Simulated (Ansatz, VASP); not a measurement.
Si2C: VASP beside Ansatz

```xyz
3
Lattice="2.7309 0.0000 0.0000 -1.3655 2.3651 0.0000 0.0000 0.0000 6.6894" Properties=species:S:1:pos:R:3 pbc="T T T"
Si    0.0000    1.5767    4.4596
Si    1.3655    0.7884    2.2298
C     0.0000    0.0000    0.0000
```

Alike in both runs: task single point; functional PBE; k mesh 6 × 6 × 4; occupations gaussian, width 0.1 eV; no spin polarisation.

|  | VASP | Ansatz |
| --- | --- | --- |
| version | VASP 6.6.1 | Ansatz 0.2.0 |
| potentials or method | VASP PAW PBE potentials, release 64 (Si, C) | scalar-relativistic, plane waves, PAW |
| plane-wave cutoff (eV) | 520 | 420 |
| valence electrons in the cell | 12 | 12 |

VASP gave:

- gap on the k mesh at the Fermi level (eV): none
- pressure (GPa): -11.9
- largest component of the traceless stress (GPa): 6.44
- rms of the force components (eV/Å): 0.846

What did Ansatz give for the same quantities?

gap on the k mesh at the Fermi level (eV): none; pressure (GPa): -11.9; largest component of the traceless stress (GPa): 6.45; rms of the force components (eV/Å): 0.849.

Atom by atom the forces differ by 0.002 eV/Å (rms over components). A gap of «none» marks a metal or a gap that the smearing closes.

Caveats: the k mesh is coarse (spacing up to 0.44 Å⁻¹), so the values aren't converged; forces of over 1 eV/Å show positions far from the minimum, so gaps and moduli don't describe the material at rest.
